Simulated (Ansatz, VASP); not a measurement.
# Rh in VASP and in Ansatz

```
Rh
1.0
     2.72717    0.00000    0.00000
    -1.36358    2.36180    0.00000
     0.00000    0.00000    8.91385
Rh
4
Cartesian
  1.3636 0.7873 6.6854
  0.0000 0.0000 4.4569
  0.0000 1.5745 2.2285
  0.0000 0.0000 0.0000
```

This isn't the form of Rh at room conditions, which is fcc.

Alike in both runs: task single point; functional LDA; k mesh 11 × 11 × 3; occupations fermi-dirac, width 0.05 eV; no spin polarisation.

|  | VASP | Ansatz |
| --- | --- | --- |
| version | VASP 6.6.1 | Ansatz 0.2.0 |
| potentials or method | VASP PAW LDA potentials, release 64 (Rh_pv) | Ansatz PAW |
| plane-wave cutoff (eV) | 520 | 420 |
| valence electrons in the cell | 60 | 68 |

|  | VASP | Ansatz | Ansatz less VASP |
| --- | --- | --- | --- |
| gap on the k mesh at the Fermi level (eV) | none | none | - |
| pressure (GPa) | -19.9 | -20.6 | -0.70 |
| largest component of the traceless stress (GPa) | 1.03 | 1.04 | +0.005 |

A gap of «none» marks a metal or a gap that the smearing closes. The two sets of potentials don't hold the same shells in valence.

Caveats: so large a pressure means that the cell lies far from this level's equilibrium, or that cutoff or potentials fall short (VASP); the PAW data sets come from PBE, with cores solved anew for the run's functional, which leaves a small shift of forces and pressure (Ansatz).
